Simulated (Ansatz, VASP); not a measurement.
## H in VASP and in Ansatz

INCAR

```
SYSTEM = H
PREC = Accurate
ENCUT = 520
EDIFF = 1E-6
ISMEAR = 0
SIGMA = 0.02
LREAL = .FALSE.
LASPH = .TRUE.
NELM = 60
ALGO = Normal
ISIF = 2
LWAVE = .FALSE.
LCHARG = .FALSE.
GGA = PE
NBANDS = 10
```

KPOINTS

```
Automatic mesh
0
G
  8 8 4
  0 0 0
```

File POSCAR:

```
H
1.0
    1.6446578101     -2.6590799568     -0.0144741097
    1.6446578101      2.6590799568     -0.0144741097
   -0.0554348885      0.0000000000      6.0730877602
H
4
Direct
    0.6050216908      0.4355800543      0.9982709039
    0.4208183069      0.5385799480      0.0017290961
    0.4355800543      0.6050216908      0.4982709039
    0.5385799480      0.4208183069      0.5017290961
```

Input for Ansatz:

```yaml
crystal:
  lattice:
    - [1.6446578101, -2.6590799568, -0.0144741097]
    - [1.6446578101, 2.6590799568, -0.0144741097]
    - [-0.0554348885, 0.0, 6.0730877602]
  atoms:
    - { symbol: H, position: [0.6050216908, 0.4355800543, 0.9982709039] }
    - { symbol: H, position: [0.4208183069, 0.538579948, 0.0017290961] }
    - { symbol: H, position: [0.4355800543, 0.6050216908, 0.4982709039] }
    - { symbol: H, position: [0.538579948, 0.4208183069, 0.5017290961] }
basis:
  ecutwfc: 420
kpoints:
  mp_grid: { grid: [8, 8, 4] }
hamiltonian:
  xc: pbe
scf:
  occupations: { method: gaussian, width: 0.02 }
output:
  forces: true
  stress: true
  eigenvalues: true
```

Alike in both runs: task single point; functional PBE; k mesh 8 × 8 × 4; occupations gaussian, width 0.02 eV; no spin polarisation.

```csv
,VASP,Ansatz
version,VASP 6.6.1,Ansatz 0.2.0
potentials or method,"VASP PAW PBE potentials, release 64 (H)","scalar-relativistic, plane waves, PAW"
plane-wave cutoff (eV),520,420
valence electrons in the cell,4,4
```

|  | VASP | Ansatz | Ansatz less VASP |
| --- | --- | --- | --- |
| gap on the k mesh at the Fermi level (eV) | 7.78 | 7.78 | +0.001 |
| least direct gap on the mesh (eV) | 7.78 | 7.78 | +0.001 |
| pressure (GPa) | -1.1 | -0.9 | +0.18 |
| largest component of the traceless stress (GPa) | 2.55 | 2.51 | -0.037 |
| rms of the force components (eV/Å) | 0.484 | 0.480 | -0.0036 |

Atom by atom the forces differ by 0.004 eV/Å (rms over components). With one functional, cell and mesh, what is left measures potentials, basis and numerics.

A k mesh can miss the band edges.
